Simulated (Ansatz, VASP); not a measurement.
# C: VASP beside Ansatz

```xyz
2
Lattice="0.0000 2.1294 3.6913 1.2294 0.0000 3.6913 1.2294 2.1294 0.0000" Properties=species:S:1:pos:R:3 pbc="T T T"
C     1.2294    0.7099    3.6913
C     1.2294    3.5489    3.6913
```

Alike in both runs: functional PBEsol; k mesh 14 × 14 × 14; occupations gaussian, width 0.02 eV; no spin polarisation.

Ansatz relaxed the structure, and its values are those at the end. VASP's run is a single point on that final structure, the one shown.

|  | VASP | Ansatz |
| --- | --- | --- |
| version | VASP 6.6.1 | Ansatz 0.2.0 |
| potentials or method | VASP PAW PBE potentials, release 64 (C) | scalar-relativistic, plane waves, PAW |
| plane-wave cutoff (eV) | 520 | 420 |
| valence electrons in the cell | 8 | 8 |

```csv
,VASP,Ansatz,Ansatz less VASP
gap on the k mesh at the Fermi level (eV),0.71,0.71,+0.001
least direct gap on the mesh (eV),0.82,0.82,+0.001
pressure (GPa),0.6,0.0,-0.60
```

The functional is the same, so the differences come from potentials, cutoffs and numerics.

Caveats: the PAW data sets were made with another functional, which shifts forces and pressure a little (VASP).
